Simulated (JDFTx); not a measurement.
Crystal: AgBr.

```
CELL_PARAMETERS angstrom
0.00000 2.87015 2.87015
2.87015 0.00000 2.87015
2.87015 2.87015 0.00000
ATOMIC_POSITIONS crystal
Ag 0.00000 0.00000 0.00000
Br 0.50000 0.50000 0.50000
```

Program: JDFTx 1.7.0 (patched build). Alike in all runs: no spin polarisation; cell as given; smearing fermi-dirac 0.05 eV. Hardware: 1 thread of Arm Neoverse V1 (shared host).

Q: Order these runs on this cell by their wall time, lowest first.
A. task single point; level PBE; potentials or basis PseudoDojo-SR-PBE-0.5-standard; k mesh 8 × 8 × 8; cutoff (eV) 1116; max SCF steps 100; SCF threshold on the energy 1e-09 Ha; solver of the electrons scf; further solve for the empty bands yes; mesh quality not flagged
B. task band structure; level r2SCAN; potentials or basis SG15-PBE-1.2; k mesh 3 × 3 × 3; cutoff (eV) 1088; band ratio of the Davidson solver 1.3; max SCF steps 30; SCF threshold on the energy 1e-06 Ha; solver of the electrons minimize; further solve for the empty bands no; mesh quality coarse
C. task band structure; level PBEsol; potentials or basis PseudoDojo-SR-PBEsol-0.4.1-standard; k mesh 8 × 8 × 8; cutoff (eV) 1116; band ratio of the Davidson solver 1.3; max SCF steps 30; SCF threshold on the energy 1e-06 Ha; solver of the electrons minimize; further solve for the empty bands no; mesh quality not flagged

A: C (48 s), A (120 s), B (310 s).

Caveats: some runs use coarse meshes.
